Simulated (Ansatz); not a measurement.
# Ti: the cost of one run

Program: Ansatz 0.2.0. Level of theory: DFT r2SCAN, scalar-relativistic, plane waves, PAW. These are calculated values, not measurements.

This is Ti in the bcc structure; at room conditions it is hcp.

2 further runs of the same task are left out: 2 set aside as unsound or not needed. Runs told in other sessions of the task aren't counted.

## Step 1: The structure to begin with

It takes space group Im-3m (No. 229, cubic). Conventional cell: a = 3.252 Å, b = 3.252 Å, c = 3.252 Å, α = 90.00°, β = 90.00°, γ = 90.00°. Ti (site symmetry m-3m) has 8 Ti at 2.82 Å in its first shell of neighbours.

As a file:

```xyz
1
Lattice="-1.6259 1.6259 1.6259 1.6259 -1.6259 1.6259 1.6259 1.6259 -1.6259" Properties=species:S:1:pos:R:3 pbc="T T T"
Ti    0.0000    0.0000    0.0000
```

This cell was relaxed beforehand with the same method: volume 17.19 Å³/atom, gap on the mesh none (metal).

## Step 2: The undisturbed cell

input.yaml reads:

```yaml
crystal:
  lattice:
    - [-1.6258948694, 1.6258948694, 1.6258948694]
    - [1.6258948694, -1.6258948694, 1.6258948694]
    - [1.6258948694, 1.6258948694, -1.6258948694]
  atoms:
    - { symbol: Ti, position: [0.0, 0.0, 0.0] }
basis:
  ecutwfc: 500
kpoints:
  mp_grid: { grid: [28, 28, 28] }
hamiltonian:
  xc: r2scan
scf:
  occupations: { method: gaussian, width: 0.15 }
output:
  forces: true
  stress: true
  eigenvalues: true
  write_density: true
  write_potential: true
  elf: true
  volumetric_format: npy
```

On the command line:

```
$ ansatz run input.yaml --threads 1 --pin off --max-ram 2560MiB --backend cpu --events-out ev --progress --plain --runs-dir out
```

Q: Estimate wall time and peak memory on 1 thread of Arm Neoverse V1, shared host.

About 18 s, with a peak of 0.46 GiB.
